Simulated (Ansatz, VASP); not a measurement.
# Cross-check of HC3 (graphene armchair nanoribbon, H-capped) between VASP and Ansatz

Aim: how closely do two programs agree when they are given the same cell, functional and k mesh? The cell is taken from a series of runs on this material, whose earlier steps may have relaxed, scaled, displaced or heated it; both programs get it as it stands.

Calculated with Ansatz 0.2.0; plane waves, with VASP 6.6.1 beside it; RPBE with D3(BJ).

**1. The structure**

The cell holds 80 atoms: 60 C and 20 H. Its edges and angles: a = 21.304 Å, b = 18.038 Å, c = 10.000 Å, α = 90.0°, β = 90.0°, γ = 90.0°. It derives from C (graphene). As first built, before any earlier steps moved the atoms or strained the cell (in the runner's words): graphene (a = 2.46 A), rectangular cell with x along the armchair direction; strip 8 A wide, 5 periods, edges capped with H; minimised with a classical potential. Vacuum lies along b and c. The structure's axis is a.

**2. Ansatz: single point, RPBE with D3(BJ)**

Ansatz runs on its default PAW (the set named soft_2) files.

A single point takes one fixed geometry, so differences don't come from the geometry; what else differs is listed under the comparison.

input.yaml

```yaml
crystal:
  lattice:
    - [21.30422, 0.0, 0.0]
    - [0.0, 18.03794, 0.0]
    - [0.0, 0.0, 10.0]
  atoms:
    - { symbol: C, position: [0.03384, 0.39715, 0.5] }
    - { symbol: C, position: [0.06773, 0.33023, 0.5], spin: -0.6 }
    - { symbol: C, position: [0.13227, 0.33023, 0.5], spin: -0.6 }
    - { symbol: C, position: [0.16616, 0.39715, 0.5] }
    - { symbol: C, position: [0.03334, 0.53457, 0.5] }
    - { symbol: C, position: [0.06666, 0.46543, 0.5] }
    - { symbol: C, position: [0.13334, 0.46543, 0.5] }
    - { symbol: C, position: [0.16666, 0.53457, 0.5] }
    - { symbol: C, position: [0.03227, 0.66977, 0.5], spin: 0.6 }
    - { symbol: C, position: [0.06616, 0.60285, 0.5] }
    - { symbol: C, position: [0.13384, 0.60285, 0.5] }
    - { symbol: C, position: [0.16773, 0.66977, 0.5], spin: 0.6 }
    - { symbol: C, position: [0.23384, 0.39715, 0.5] }
    - { symbol: C, position: [0.26773, 0.33023, 0.5], spin: -0.6 }
    - { symbol: C, position: [0.33227, 0.33023, 0.5], spin: -0.6 }
    - { symbol: C, position: [0.36616, 0.39715, 0.5] }
    - { symbol: C, position: [0.23334, 0.53457, 0.5] }
    - { symbol: C, position: [0.26666, 0.46543, 0.5] }
    - { symbol: C, position: [0.33334, 0.46543, 0.5] }
    - { symbol: C, position: [0.36666, 0.53457, 0.5] }
    - { symbol: C, position: [0.23227, 0.66977, 0.5], spin: 0.6 }
    - { symbol: C, position: [0.26616, 0.60285, 0.5] }
    - { symbol: C, position: [0.33384, 0.60285, 0.5] }
    - { symbol: C, position: [0.36773, 0.66977, 0.5], spin: 0.6 }
    - { symbol: C, position: [0.43384, 0.39715, 0.5] }
    - { symbol: C, position: [0.46773, 0.33023, 0.5], spin: -0.6 }
    - { symbol: C, position: [0.53227, 0.33023, 0.5], spin: -0.6 }
    - { symbol: C, position: [0.56616, 0.39715, 0.5] }
    - { symbol: C, position: [0.43334, 0.53457, 0.5] }
    - { symbol: C, position: [0.46666, 0.46543, 0.5] }
    - { symbol: C, position: [0.53334, 0.46543, 0.5] }
    - { symbol: C, position: [0.56666, 0.53457, 0.5] }
    - { symbol: C, position: [0.43227, 0.66977, 0.5], spin: 0.6 }
    - { symbol: C, position: [0.46616, 0.60285, 0.5] }
    - { symbol: C, position: [0.53384, 0.60285, 0.5] }
    - { symbol: C, position: [0.56773, 0.66977, 0.5], spin: 0.6 }
    - { symbol: C, position: [0.63384, 0.39715, 0.5] }
    - { symbol: C, position: [0.66773, 0.33023, 0.5], spin: -0.6 }
    - { symbol: C, position: [0.73227, 0.33023, 0.5], spin: -0.6 }
    - { symbol: C, position: [0.76616, 0.39715, 0.5] }
    - { symbol: C, position: [0.63334, 0.53457, 0.5] }
    - { symbol: C, position: [0.66666, 0.46543, 0.5] }
    - { symbol: C, position: [0.73334, 0.46543, 0.5] }
    - { symbol: C, position: [0.76666, 0.53457, 0.5] }
    - { symbol: C, position: [0.63227, 0.66977, 0.5], spin: 0.6 }
    - { symbol: C, position: [0.66616, 0.60285, 0.5] }
    - { symbol: C, position: [0.73384, 0.60285, 0.5] }
    - { symbol: C, position: [0.76773, 0.66977, 0.5], spin: 0.6 }
    - { symbol: C, position: [0.83384, 0.39715, 0.5] }
    - { symbol: C, position: [0.86773, 0.33023, 0.5], spin: -0.6 }
    - { symbol: C, position: [0.93227, 0.33023, 0.5], spin: -0.6 }
    - { symbol: C, position: [0.96616, 0.39715, 0.5] }
    - { symbol: C, position: [0.83334, 0.53457, 0.5] }
    - { symbol: C, position: [0.86666, 0.46543, 0.5] }
    - { symbol: C, position: [0.93334, 0.46543, 0.5] }
    - { symbol: C, position: [0.96666, 0.53457, 0.5] }
    - { symbol: C, position: [0.83227, 0.66977, 0.5], spin: 0.6 }
    - { symbol: C, position: [0.86616, 0.60285, 0.5] }
    - { symbol: C, position: [0.93384, 0.60285, 0.5] }
    - { symbol: C, position: [0.96773, 0.66977, 0.5], spin: 0.6 }
    - { symbol: H, position: [0.04344, 0.27732, 0.5] }
    - { symbol: H, position: [0.15656, 0.27732, 0.5] }
    - { symbol: H, position: [0.05656, 0.72268, 0.5] }
    - { symbol: H, position: [0.14344, 0.72268, 0.5] }
    - { symbol: H, position: [0.24344, 0.27732, 0.5] }
    - { symbol: H, position: [0.35656, 0.27732, 0.5] }
    - { symbol: H, position: [0.25656, 0.72268, 0.5] }
    - { symbol: H, position: [0.34344, 0.72268, 0.5] }
    - { symbol: H, position: [0.44344, 0.27732, 0.5] }
    - { symbol: H, position: [0.55656, 0.27732, 0.5] }
    - { symbol: H, position: [0.45656, 0.72268, 0.5] }
    - { symbol: H, position: [0.54344, 0.72268, 0.5] }
    - { symbol: H, position: [0.64344, 0.27732, 0.5] }
    - { symbol: H, position: [0.75656, 0.27732, 0.5] }
    - { symbol: H, position: [0.65656, 0.72268, 0.5] }
    - { symbol: H, position: [0.74344, 0.72268, 0.5] }
    - { symbol: H, position: [0.84344, 0.27732, 0.5] }
    - { symbol: H, position: [0.95656, 0.27732, 0.5] }
    - { symbol: H, position: [0.85656, 0.72268, 0.5] }
    - { symbol: H, position: [0.94344, 0.72268, 0.5] }
magnetization:
  spin_polarized: true
kpoints:
  mp_grid: { grid: [1, 1, 1] }
hamiltonian:
  xc: rpbe
  dispersion: d3bj
scf:
  occupations: { method: gaussian, width: 0.025 }
  lower_state_search: "off"
output:
  forces: true
  populations: true
  dos:
    method: { smearing: { sigma: 0.08 } }
    de: 0.1
    projected:
      site_lists:
        C: [C]
        H: [H]
        sheet: [0, 1, 2, 3, 4, 5, 6, 7, 8, 9, 10, 11, 12, 13, 14, 15, 16, 17, 18, 19, 20, 21, 22, 23, 24, 25, 26, 27, 28, 29, 30, 31, 32, 33, 34, 35, 36, 37, 38, 39, 40, 41, 42, 43, 44, 45, 46, 47, 48, 49, 50, 51, 52, 53, 54, 55, 56, 57, 58, 59]
        hydrogen: [60, 61, 62, 63, 64, 65, 66, 67, 68, 69, 70, 71, 72, 73, 74, 75, 76, 77, 78, 79]
  eigenvalues: true
  write_density: true
  write_potential: true
  volumetric_format: npy
```

Command:

```sh
$ ansatz run input.yaml --threads 4 --pin off --max-ram 15872MiB --backend cpu --events-out ev --progress --plain --runs-dir out
```

Numbers of over 12 decimals in the logs are rounded to 6 here.

Log:

```text
Engine: ansatz 0.2.0, aarch64-unknown-linux-gnu
Pseudopotentials: kind: paw
Pseudopotential: C, paw, valence charge 4, recommended cutoff 420 eV (normal), C.paw.azcp
Pseudopotential: H, paw, valence charge 1, recommended cutoff 420 eV (normal), H.paw.azcp
Functional definition: RPBE
  parameter kappa = 0.804
  parameter beta = 0.066725
  exchange = rpbe_x(kappa = kappa, mu = beta*pi^2/3)
  correlation = pbe_c(beta = beta)
Crystal: 80 atoms, lattice volume = 3842.842 Å³
Basis set: ecut = 420 eV, 75179 PW (Γ), exchange–correlation on 288×250×144 points (8 copies of the dense FFT grid, shifted against one another)
Bands: 216, of which v1, the nominal top of the filled ones, is band 130 counted from 1 (129 counted from 0)
Symmetry: 20 space group operations
Space group: Pmm2 (ITA 25), of the structure as read, at distance tolerance 1.6e-4 Å
Magnetic group: BNS 51.293 (UNI 391), of the structure as read, at distance tolerance 1.6e-4 Å
k-points: 1
Non-local potential: C, projectors of the file, l = 0: 2, l = 1: 2, l = 2: 1
Non-local potential: H, projectors of the file, l = 0: 2, l = 1: 1
PAW form: soft (Blöchl's): semilocal exchange-correlation on the pseudo side does not see the compensation charge
PAW frozen core: C, regenerated for the run's functional, and the local potential with it (the file was generated under x = pbe(κ = 0.804, μ = 0.219515), c = pbe(β = 0.066725))
PAW one-centre angular grid: C, 110 points (default); XC on 64 Gauss nodes
PAW one-centre angular grid: H, 110 points (default); XC on 64 Gauss nodes
Initial density: superposition of atomic densities (neutral atoms: chi_scale 0, normalization atom)
Starting moments: Σ|m| = 12 μB on 20 of 80 sites
Starting magnetic order: antiferromagnet; an inversion exchanges its spin sublattices: spin-degenerate at every k-point
Initial wavefunctions: pseudopotential atomic-orbital guess
Functional: x = rpbe, c = pbe(β = 0.066725)
SCF iter   1: F=—  HF=-15517.380234 eV  |F-HF|=—  |Δ(HF+E_count)|=         —  Δρ=2.84e-2 (↑2.84e-2 ↓2.84e-2)  dr2=1.17e2  dr2_m=2.17e0  M=0.000 μB ∫|m|=2.317 μB  β_m=0.30  ethr=3.10e-3  ⟨swp⟩=8.0  Hψ=2262  notcnv=0  defer=74
preconditioner: auto → Resta (q_TF=auto, 1.742 Å⁻¹)  ε∞=1.4  [insulator: Δε(μ)=1.170 eV  Ē_g=15.651 eV  σ=0.025 eV  W_gap=1.00  n_scr=338 (ndim 8)  ℏωp=9.4 eV  f_vac=0.730  D(μ)=0.00/eV (n_scr^D=0)  ε∞_Penn≈1.4  vacuum switching on, ρ_ref=1.8e-2 e/Å³]
spin=Collinear: Resta preconditioning applied to the charge; magnetization (m = ρ↑ − ρ↓) channel mixes plain (no charge-response kernel on spin).
SCF iter   2: F=—  HF=-15487.902480 eV  |F-HF|=—  |Δ(HF+E_count)|=    2.95e1  Δρ=1.79e-2 (↑1.79e-2 ↓1.79e-2)  dr2=3.97e1  dr2_m=1.17e0  M=0.000 μB ∫|m|=1.836 μB  β_m=0.30  ethr=3.10e-3  ⟨swp⟩=3.0  Hψ=780  notcnv=0  defer=154
SCF iter   3: F=—  HF=-15474.955928 eV  |F-HF|=—  |Δ(HF+E_count)|=    1.29e1  Δρ=6.31e-3 (↑6.31e-3 ↓6.31e-3)  dr2=1.91e0  dr2_m=6.32e-1  M=0.000 μB ∫|m|=1.464 μB  β_m=0.30  ethr=3.10e-3  ⟨swp⟩=3.0  Hψ=654  notcnv=0  defer=154
SCF iter   4: F=—  HF=-15474.809104 eV  |F-HF|=—  |Δ(HF+E_count)|=   1.47e-1  Δρ=3.50e-3 (↑3.50e-3 ↓3.50e-3)  dr2=1.88e-1  dr2_m=3.44e-1  M=0.000 μB ∫|m|=1.131 μB  β_m=0.30  ethr=7.35e-4  ⟨swp⟩=2.0  Hψ=689  notcnv=0  defer=154
SCF iter   5: F=—  HF=-15474.962659 eV  |F-HF|=—  |Δ(HF+E_count)|=   1.54e-1  Δρ=2.41e-3 (↑2.41e-3 ↓2.41e-3)  dr2=3.32e-2  dr2_m=1.90e-1  M=0.000 μB ∫|m|=0.894 μB  β_m=0.30  ethr=7.21e-5  ⟨swp⟩=3.5  Hψ=516  notcnv=0  defer=154
SCF iter   6: F=—  HF=-15475.049472 eV  |F-HF|=—  |Δ(HF+E_count)|=   8.68e-2  Δρ=1.75e-3 (↑1.75e-3 ↓1.74e-3)  dr2=4.16e-3  dr2_m=1.06e-1  M=0.000 μB ∫|m|=0.705 μB  β_m=0.30  ethr=1.28e-5  ⟨swp⟩=3.0  Hψ=519  notcnv=0  defer=154
SCF iter   7: F=—  HF=-15475.094443 eV  |F-HF|=—  |Δ(HF+E_count)|=   4.50e-2  Δρ=1.30e-3 (↑1.30e-3 ↓1.30e-3)  dr2=3.99e-4  dr2_m=5.95e-2  M=0.000 μB ∫|m|=0.557 μB  β_m=0.30  ethr=1.60e-6  ⟨swp⟩=2.0  Hψ=538  notcnv=0  defer=154
Mixer restart at iter 7: flushing history
spin-set hold released at iteration 7 (site moments contracting): the magnetisation degrees of freedom join the quasi-Newton model from the next iteration; the mixer history was flushed
SCF iter   8: F=—  HF=-15475.119425 eV  |F-HF|=—  |Δ(HF+E_count)|=   2.50e-2  Δρ=9.81e-4 (↑9.81e-4 ↓9.81e-4)  dr2=1.73e-4  dr2_m=3.38e-2  M=0.000 μB ∫|m|=0.440 μB  β_m=0.65  ethr=1.54e-7  ⟨swp⟩=3.0  Hψ=670  notcnv=0  defer=154
SCF iter   9: F=—  HF=-15475.153565 eV  |F-HF|=—  |Δ(HF+E_count)|=   3.41e-2  Δρ=8.48e-5 (↑8.41e-5 ↓8.48e-5)  dr2=5.06e-6  dr2_m=2.51e-4  M=0.000 μB ∫|m|=0.051 μB  β_m=0.82  ethr=6.66e-8  ⟨swp⟩=4.0  Hψ=948  notcnv=0  defer=154
SCF iter  10: F=—  HF=-15475.154242 eV  |F-HF|=—  |Δ(HF+E_count)|=   6.76e-4  Δρ=2.04e-5 (↑2.04e-5 ↓1.97e-5)  dr2=2.20e-5  dr2_m=1.25e-5  M=0.000 μB ∫|m|=0.012 μB  β_m=0.90  ethr=1.95e-9  ⟨swp⟩=3.0  Hψ=942  notcnv=0  defer=154
[...]
atom  47  C     -0.00419641    -0.01555314    -0.00000000
  atom  48  C      0.02262646     0.01089653     0.00000000
  atom  49  C     -0.00419692     0.01556049    -0.00000000
  atom  50  C      0.02262448    -0.01090018     0.00000000
  atom  51  C     -0.02262448    -0.01090018     0.00000000
  atom  52  C      0.00419692     0.01556049     0.00000000
  atom  53  C      0.01667239     0.01548810     0.00000000
  atom  54  C     -0.01666706    -0.01548629    -0.00000000
  atom  55  C      0.01666706    -0.01548629    -0.00000000
  atom  56  C     -0.01667239     0.01548810    -0.00000000
  atom  57  C     -0.02262646     0.01089653    -0.00000000
  atom  58  C      0.00419641    -0.01555314     0.00000000
  atom  59  C     -0.00419641    -0.01555314     0.00000000
  atom  60  C      0.02262646     0.01089653    -0.00000000
  atom  61  H      0.00021858     0.02024210    -0.00000000
  atom  62  H     -0.00021858     0.02024210    -0.00000000
  atom  63  H     -0.00022140    -0.02024652     0.00000000
  atom  64  H      0.00022140    -0.02024652    -0.00000000
  atom  65  H      0.00021858     0.02024210    -0.00000000
  atom  66  H     -0.00021858     0.02024210    -0.00000000
  atom  67  H     -0.00022140    -0.02024652     0.00000000
  atom  68  H      0.00022140    -0.02024652     0.00000000
  atom  69  H      0.00021858     0.02024210     0.00000000
  atom  70  H     -0.00021858     0.02024210    -0.00000000
  atom  71  H     -0.00022140    -0.02024652    -0.00000000
  atom  72  H      0.00022140    -0.02024652    -0.00000000
  atom  73  H      0.00021858     0.02024210     0.00000000
  atom  74  H     -0.00021858     0.02024210     0.00000000
  atom  75  H     -0.00022140    -0.02024652    -0.00000000
  atom  76  H      0.00022140    -0.02024652    -0.00000000
  atom  77  H      0.00021858     0.02024210     0.00000000
  atom  78  H     -0.00021858     0.02024210     0.00000000
  atom  79  H     -0.00022140    -0.02024652     0.00000000
  atom  80  H      0.00022140    -0.02024652     0.00000000
  max |Σ_I F_I| component: 1.09e-5 eV/Å
--- Band table (eV) ---
  k-point 0 ↑: bands = [... 126 lower, -3.9924, -3.9924, -3.8320, -2.6759, -1.6296, -0.5572, -0.5072, -0.5072, ... 82 higher]
  k-point 0 ↓: bands = [... 126 lower, -3.9924, -3.9924, -3.8320, -2.6759, -1.6296, -0.5572, -0.5072, -0.5072, ... 82 higher]
--- Löwdin populations: 80 sites ---
  site symbol       q [e]    m [muB]
     0      C      3.9559    -0.0000
     1      C      4.1164    -0.0000
     2      C      4.1164    -0.0000
     3      C      3.9559    -0.0000
     4      C      3.9566    -0.0000
     5      C      3.9566     0.0000
     6      C      3.9566     0.0000
     7      C      3.9566    -0.0000
     8      C      4.1164     0.0000
     9      C      3.9559     0.0000
    10      C      3.9559     0.0000
    11      C      4.1164     0.0000
    12      C      3.9559    -0.0000
    13      C      4.1164    -0.0000
    14      C      4.1164    -0.0000
    15      C      3.9559    -0.0000
    16      C      3.9566    -0.0000
    17      C      3.9566     0.0000
    18      C      3.9566     0.0000
    19      C      3.9566    -0.0000
    20      C      4.1164     0.0000
    21      C      3.9559     0.0000
    22      C      3.9559     0.0000
    23      C      4.1164     0.0000
[...]
72      H      0.8111     0.0000
    73      H      0.8111     0.0000
    74      H      0.8111    -0.0000
    75      H      0.8111    -0.0000
    76      H      0.8111     0.0000
    77      H      0.8111     0.0000
    78      H      0.8111    -0.0000
    79      H      0.8111    -0.0000
  spilling = 0.012304 (of n_electrons = 260.000000)
```

[end of part 1 of 2]

[Lines on the potential files, build, host, timing and source positions are cut from VASP's logs without a mark.]

[Logs are printed without paths, hosts, clocks, repeated set-up lines and the standing remarks that a program may print on its own settings, such as how far it seeks lower states.]

[Hosts, paths, dates, database ids (printed as entryN), source tags and the programs' standing remarks are cut or masked in the printed files.]
